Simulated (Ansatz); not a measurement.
System: Sn (fcc type), 1 atom in the cell.

Theory: PBE with spin–orbit coupling, all-electron LAPW, point nucleus (Ansatz 0.2.0 development build).

k-mesh 4×4×4 Γ-centred; Fermi–Dirac smearing of 0.15 eV.

```xyz
1
Lattice="0.0000 2.4101 2.4101 2.4101 0.0000 2.4101 2.4101 2.4101 0.0000" Properties=species:S:1:pos:R:3 pbc="T T T"
Sn    0.0000    0.0000    0.0000
```

Task: What pressure does the calculation give?

Result: The pressure is 0.03 GPa, close to zero.

The k-mesh is coarse, so these values belong to this mesh and can lie far from the converged ones. This cubic structure is a model: it isn't the usual form of the substance at ambient conditions, and such phases are metastable or hypothetical.
